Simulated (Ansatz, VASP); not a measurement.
**Two plane-wave programs on Re**

```
CELL_PARAMETERS angstrom
-1.56233 1.56233 1.56233
1.56233 -1.56233 1.56233
1.56233 1.56233 -1.56233
ATOMIC_POSITIONS crystal
Re 0.00000 0.00000 0.00000
```

The cell was built by a generator and needn't be a form met in nature.

Alike in both runs: functional RPBE; k mesh 14 × 14 × 14; occupations fermi-dirac, width 0.1 eV; no spin polarisation.

Ansatz relaxed the structure, and its values are those at the end. VASP's run is a single point on that final structure, the one shown.

```csv
,VASP,Ansatz
version,VASP 6.6.1,Ansatz 0.2.0
potentials or method,"VASP PAW PBE potentials, release 64 (Re)","plane waves (420 eV) with PAW, scalar-relativistic"
plane-wave cutoff (eV),520,420
valence electrons in the cell,7,15
```

Ansatz gave:

```
pressure (GPa) : 0.0
```

Task: What did VASP give for the same quantities?

Result: Pressure (GPa): -0.7.

With one functional, cell and mesh, what is left measures potentials, basis and numerics. The two sets of potentials don't hold the same shells in valence.

Caveats: the PAW data sets were made with another functional, which shifts forces and pressure a little (VASP). Spin-orbit coupling is left out, which matters for the levels of Re.
